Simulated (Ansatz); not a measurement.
A run of Ansatz 0.2.0 is set up as follows.

input.yaml

```yaml
crystal:
  lattice:
    - [-1.9111067713, 1.9111067713, 4.2806687947]
    - [1.9111067713, -1.9111067713, 4.2806687947]
    - [1.9111067713, 1.9111067713, -4.2806687947]
  atoms:
    - { symbol: Ti, position: [0.0, 0.0, 0.0] }
    - { symbol: Al, position: [0.25, 0.75, 0.5] }
    - { symbol: Al, position: [0.75, 0.25, 0.5] }
    - { symbol: Al, position: [0.5, 0.5, 0.0] }
hamiltonian:
  xc: pbe
  pseudopotentials: { kind: paw }
kpoints:
  mp_grid: { grid: [10, 10, 10] }
scf:
  occupations: { method: gaussian, width: 0.016 }
output:
  forces: true
  stress: true
  eigenvalues: true
```

Potentials or basis: Ansatz PAW.

Launch:

```console
$ ansatz run input.yaml --threads 2 --pin off --max-ram 5632MiB --backend cpu --events-out ev --progress --plain --runs-dir out
```

Task: Predict the band gap on the k mesh.

Result: None (metal or under the smearing width).

Task: Estimate the pressure.

Result: 2.1 GPa.

Stress tensor (GPa, compression positive):
```
2.16 0.00 0.00
0.00 2.16 0.00
0.00 0.00 1.94
```
